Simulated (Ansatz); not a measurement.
BaTiO3 in Ansatz: the effect of target pressure

The system is BaTiO3.

```
CELL_PARAMETERS angstrom
3.72890 -0.42193 0.02237
-0.28447 3.27547 3.11008
0.31643 -2.75371 2.58992
ATOMIC_POSITIONS crystal
Ba 0.00364 0.99727 0.99850
Ti 0.50025 0.51161 0.51018
O 0.99835 0.49282 0.49504
O 0.49991 0.50154 0.99454
O 0.49786 0.99299 0.49796
```

The cell isn't the ideal one: cell sheared at random, sigma 0.1, atoms nudged by 0.01 Å.

Alike in all runs:

- Program: Ansatz 0.2.0
- Task: relaxation of cell and atoms
- Functional: PBE
- Potentials or basis: Ansatz PAW
- Cutoff: 420 eV (not typed: the program's choice for these potentials)
- k mesh: 7 × 6 × 7
- Occupations: fermi-dirac, width 0.05 eV
- Spin: no spin polarisation

Each run relaxes the cell or the atoms first.

```tsv
target pressure	relaxed volume (Å³/atom)	gap on the mesh (eV)
0 GPa	13.39	2.66
2 GPa	13.12	2.54
5 GPa	12.80	2.39
10 GPa	12.36	2.18
20 GPa	?	?
30 GPa	11.34	2.01
```

Question: What does the run with target pressure 20 GPa give?

Answer: Relaxed volume 11.77 Å³/atom; gap on the mesh 1.99 eV.

Worked out: In Murnaghan's law V^(-B') rises as a straight line in P. The other rows fit best with B' = 7.3, V0 = 13.39 Å³/atom and B0 = 93 GPa, which gives 11.76 Å³/atom at 20 GPa, against the run's 11.77. A parabola through the other rows of the gap on the mesh, of slope -0.00855 eV per GPa there, gives 1.96 eV, against the run's 1.99.

Caveats: odd divisions of the mesh miss points on the zone boundary, where band edges often lie, so the gap on the mesh can be too wide; the plane-wave basis is chosen anew once the cell has moved, so the energies of steps on either side of that aren't comparable; spin-orbit coupling is left out, which moves the levels of the heavy elements.

A k mesh can miss the band edges.
